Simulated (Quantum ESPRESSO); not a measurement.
Here is a Quantum ESPRESSO 7.5 calculation.

Contents of pw.in:

```
&CONTROL
  calculation = 'scf'
  prefix = 'pwscf'
  outdir = './tmp'
  pseudo_dir = './pseudo'
  tprnfor = .true.
  tstress = .true.
  disk_io = 'low'
/
&SYSTEM
  ibrav = 0
  nat = 2
  ntyp = 2
  ecutwfc = 74
  nbnd = 28
  occupations = 'smearing'
  smearing = 'fd'
  degauss = 0.00367493
  noncolin = .true.
  lspinorb = .true.
/
&ELECTRONS
  conv_thr = 4d-10
  electron_maxstep = 120
  mixing_beta = 0.5
/
ATOMIC_SPECIES
Br    79.9040 Br.upf
K     39.0983 K.upf
CELL_PARAMETERS angstrom
   0.0000000000    3.3000000000    3.3000000000
   3.3000000000    0.0000000000    3.3000000000
   3.3000000000    3.3000000000    0.0000000000
ATOMIC_POSITIONS crystal
Br     0.5000000000    0.5000000000    0.5000000000
K      0.0000000000    0.0000000000    0.0000000000
K_POINTS automatic
7 7 7 0 0 0
```

Contents of bands.in:

```
&CONTROL
  calculation = 'bands'
  prefix = 'pwscf'
  outdir = './tmp'
  pseudo_dir = './pseudo'
  disk_io = 'low'
  verbosity = 'high'
/
&SYSTEM
  ibrav = 0
  nat = 2
  ntyp = 2
  ecutwfc = 74
  nbnd = 28
  occupations = 'smearing'
  smearing = 'fd'
  degauss = 0.00367493
  noncolin = .true.
  lspinorb = .true.
/
&ELECTRONS
  conv_thr = 1d-08
  electron_maxstep = 120
  mixing_beta = 0.5
  diago_full_acc = .true.
/
ATOMIC_SPECIES
Br    79.9040 Br.upf
K     39.0983 K.upf
CELL_PARAMETERS angstrom
   0.0000000000    3.3000000000    3.3000000000
   3.3000000000    0.0000000000    3.3000000000
   3.3000000000    3.3000000000    0.0000000000
ATOMIC_POSITIONS crystal
Br     0.5000000000    0.5000000000    0.5000000000
K      0.0000000000    0.0000000000    0.0000000000
K_POINTS crystal
60
 0.0000000000  0.0000000000  0.0000000000 1
 0.0625000000  0.0000000000  0.0625000000 1
 0.1250000000  0.0000000000  0.1250000000 1
 0.1875000000  0.0000000000  0.1875000000 1
 0.2500000000  0.0000000000  0.2500000000 1
 0.3125000000  0.0000000000  0.3125000000 1
 0.3750000000  0.0000000000  0.3750000000 1
 0.4375000000  0.0000000000  0.4375000000 1
 0.5000000000  0.0000000000  0.5000000000 1
 0.5000000000  0.0625000000  0.5625000000 1
 0.5000000000  0.1250000000  0.6250000000 1
 0.5000000000  0.1875000000  0.6875000000 1
 0.5000000000  0.2500000000  0.7500000000 1
 0.4375000000  0.3125000000  0.7500000000 1
 0.3750000000  0.3750000000  0.7500000000 1
 0.3375000000  0.3375000000  0.6750000000 1
 0.3000000000  0.3000000000  0.6000000000 1
 0.2625000000  0.2625000000  0.5250000000 1
 0.2250000000  0.2250000000  0.4500000000 1
 0.1875000000  0.1875000000  0.3750000000 1
 0.1500000000  0.1500000000  0.3000000000 1
 0.1125000000  0.1125000000  0.2250000000 1
 0.0750000000  0.0750000000  0.1500000000 1
 0.0375000000  0.0375000000  0.0750000000 1
 0.0000000000  0.0000000000  0.0000000000 1
 0.0625000000  0.0625000000  0.0625000000 1
 0.1250000000  0.1250000000  0.1250000000 1
 0.1875000000  0.1875000000  0.1875000000 1
 0.2500000000  0.2500000000  0.2500000000 1
 0.3125000000  0.3125000000  0.3125000000 1
 0.3750000000  0.3750000000  0.3750000000 1
 0.4375000000  0.4375000000  0.4375000000 1
 0.5000000000  0.5000000000  0.5000000000 1
 0.5250000000  0.4500000000  0.5250000000 1
 0.5500000000  0.4000000000  0.5500000000 1
 0.5750000000  0.3500000000  0.5750000000 1
 0.6000000000  0.3000000000  0.6000000000 1
 0.6250000000  0.2500000000  0.6250000000 1
 0.5833333333  0.2500000000  0.6666666667 1
 0.5416666667  0.2500000000  0.7083333333 1
 0.5000000000  0.2500000000  0.7500000000 1
 0.5000000000  0.2857142857  0.7142857143 1
 0.5000000000  0.3214285714  0.6785714286 1
 0.5000000000  0.3571428571  0.6428571429 1
 0.5000000000  0.3928571429  0.6071428571 1
 0.5000000000  0.4285714286  0.5714285714 1
 0.5000000000  0.4642857143  0.5357142857 1
 0.5000000000  0.5000000000  0.5000000000 1
 0.4821428571  0.4821428571  0.5357142857 1
 0.4642857143  0.4642857143  0.5714285714 1
 0.4464285714  0.4464285714  0.6071428571 1
 0.4285714286  0.4285714286  0.6428571429 1
 0.4107142857  0.4107142857  0.6785714286 1
 0.3928571429  0.3928571429  0.7142857143 1
 0.3750000000  0.3750000000  0.7500000000 1
 0.6250000000  0.2500000000  0.6250000000 1
 0.5937500000  0.1875000000  0.5937500000 1
 0.5625000000  0.1250000000  0.5625000000 1
 0.5312500000  0.0625000000  0.5312500000 1
 0.5000000000  0.0000000000  0.5000000000 1
```

Potentials or basis: PseudoDojo 0.4 FR PBE standard.

Run with:

```sh
$ OMP_NUM_THREADS=1 pw.x -in pw.in > pw.out
$ OMP_NUM_THREADS=1 pw.x -in bands.in > bands.out
```

Question: Predict the band gap along the path.

Answer: 4.27 eV, direct.

Question: What does it give for the pressure?

Answer: 0.7 GPa.

Levels at the corners of the path, in eV from the valence-band top:
| point | band 12 | band 13 | band 14 | band 15 | band 16 | band 17 | band 18 | band 19 | band 20 | band 21 |
| --- | --- | --- | --- | --- | --- | --- | --- | --- | --- | --- |
| Γ | -0.49 | 0.00 | 0.00 | 0.00 | 0.00 | 4.27 | 4.27 | 7.44 | 7.44 | 7.44 |
| X | -1.06 | -0.52 | -0.52 | -0.30 | -0.30 | 5.71 | 5.71 | 7.04 | 7.04 | 9.19 |
| W | -1.01 | -0.62 | -0.62 | -0.57 | -0.57 | 7.20 | 7.20 | 7.25 | 7.25 | 8.10 |
| K | -1.04 | -0.70 | -0.70 | -0.42 | -0.42 | 6.43 | 6.43 | 7.99 | 7.99 | 8.30 |
| Γ | -0.49 | 0.00 | 0.00 | 0.00 | 0.00 | 4.27 | 4.27 | 7.44 | 7.44 | 7.44 |
| L | -1.39 | -0.60 | -0.60 | -0.35 | -0.35 | 6.43 | 6.43 | 8.07 | 8.07 | 9.57 |
| U | -1.04 | -0.70 | -0.70 | -0.42 | -0.42 | 6.43 | 6.43 | 7.99 | 7.99 | 8.30 |
| W | -1.01 | -0.62 | -0.62 | -0.57 | -0.57 | 7.20 | 7.20 | 7.25 | 7.25 | 8.10 |
| L | -1.39 | -0.60 | -0.60 | -0.35 | -0.35 | 6.43 | 6.43 | 8.07 | 8.07 | 9.57 |
| K | -1.04 | -0.70 | -0.70 | -0.42 | -0.42 | 6.43 | 6.43 | 7.99 | 7.99 | 8.30 |
| U | -1.04 | -0.70 | -0.70 | -0.42 | -0.42 | 6.43 | 6.43 | 7.99 | 7.99 | 8.30 |
| X | -1.06 | -0.52 | -0.52 | -0.30 | -0.30 | 5.71 | 5.71 | 7.04 | 7.04 | 9.19 |

Caveat: some levels on the path didn't converge.
